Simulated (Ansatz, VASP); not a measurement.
Given: the input of a run of VASP 6.6.1 on Na.

INCAR

```
  ALGO = Normal
  EDIFF = 1E-6
  ENCUT = 520
  GGA = PE
  ISIF = 2
  ISMEAR = 1
  LASPH = T
  LCHARG = T
  LELF = T
  LREAL = F
  LVHAR = T
  LWAVE = F
  NBANDS = 10
  NELM = 60
  PREC = Accurate
  SIGMA = 0.1
```

File KPOINTS:

```
k-points
0
Gamma
  9 9 9
```

The input POSCAR:

```
Na
1.0
    3.7328799115      0.0000000000      0.0000000000
   -1.2442933036      3.5193929318      0.0000000000
   -1.2442933036     -1.7596964653      3.0478836852
Na
1
Direct
    0.0000000000      0.0000000000      0.0000000000
```

Potentials or basis: VASP PAW PBE potentials, release 64 (Na_pv).

Launch:

```console
$ cat potpaw_PBE.64/Na_pv/POTCAR > POTCAR
$ mpirun -np 1 vasp_std > vasp.out
```

**Question.** Translate it to Ansatz 0.2.0. Potentials there: Ansatz PAW.

**Answer.** As run (the cutoff follows the program's own potentials):

Contents of input.yaml:

```yaml
crystal:
  lattice:
    - [3.7328799115, 0.0, 0.0]
    - [-1.2442933036, 3.5193929318, 0.0]
    - [-1.2442933036, -1.7596964653, 3.0478836852]
  atoms:
    - { symbol: Na, position: [0.0, 0.0, 0.0] }
hamiltonian:
  xc: pbe
  pseudopotentials: { kind: paw }
kpoints:
  mp_grid: { grid: [9, 9, 9] }
scf:
  occupations: { method: methfessel_paxton, width: 0.1 }
output:
  forces: true
  stress: true
  eigenvalues: true
```

Potentials or basis: Ansatz PAW.

The run is started by

```sh
$ ansatz run input.yaml --threads 1 --pin off --max-ram 3584MiB --backend cpu --events-out ev --progress --plain --runs-dir out
```

Both were run:

|  | VASP | Ansatz | Ansatz less VASP |
| --- | --- | --- | --- |
| gap on the k mesh at the Fermi level (eV) | none | none | - |
| pressure (GPa) | -0.6 | -0.6 | +0.02 |

A gap of «none» marks a metal or a gap that the smearing closes. The two sets of potentials don't hold the same shells in valence.
